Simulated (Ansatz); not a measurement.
# BaS: S vacancy

The calculation used DFT PBE, scalar-relativistic, plane waves, PAW in Ansatz 0.2.0. Settings: 420 eV cutoff, 2×2×2 k-mesh, shifted by half a step, Gaussian smearing of 0.01 eV, collinear spin in charge +1 alone.

Host crystal, relaxed:

```
Ba S
1.0
     0.00000    3.21426    3.21426
     3.21426    0.00000    3.21426
     3.21426    3.21426    0.00000
Ba S
1 1
Direct
  0.00000 0.00000 0.00000
  0.50000 0.50000 0.50000
```

Supercell of 32 atoms, rows in host cell vectors: 1 1 -3; 1 1 1; 1 -3 1. Atoms relax at the host's cell, keeping the symmetry that the supercell leaves at the site. The cell is small, so energies carry finite-size errors of tenths of an eV. The host's Kohn–Sham gap is 2.23 eV. Atoms are taken from and returned to the elements' standard states. Charged cells are corrected for image charges with the computed static dielectric tensor (mean 15.3) and aligned with the host's potential at far atoms (alignment terms reach 0.31 eV; the program doubts the alignment in some charges, where it is up to 0.31 eV). No band-filling term is added, and the Fermi level counts from the host's valence band top.

Spin-orbit coupling is left out, which matters for the bands and energies of heavy elements.

Defect: S vacancy set at (0.500, 0.500, 0.500) of the host cell. Before relaxation its nearest neighbours are 6 Ba at 3.21 Å.

| charge | E_f at the valence band top (eV) | over the neutral state (eV) | moment (μB) | largest move (Å) | atoms near the site |
| --- | --- | --- | --- | --- | --- |
| +2 | 0.90 | -3.78 | 0.00 | 0.20 | 6 Ba at 3.42 Å |
| +1 | 2.29 | -2.39 | 1.00 | 0.10 | 6 Ba at 3.31 Å |
| 0 | 4.68 | 0.00 | 0.00 | 0.06 | 6 Ba at 3.27 Å |

Among the charges computed the stable one is +2 at the valence band top, changing to +1 at 1.39 eV. In charge 0 the cell has partly filled bands: a level of the defect may be part filled, the carrier may sit in the host's bands, or levels may cross between the k points, so transitions that involve it are doubtful. Without the alignment that the program doubts, the level (+1/0) would lie at 2.21 eV, inside the gap, so these runs don't decide whether the defect changes charge there.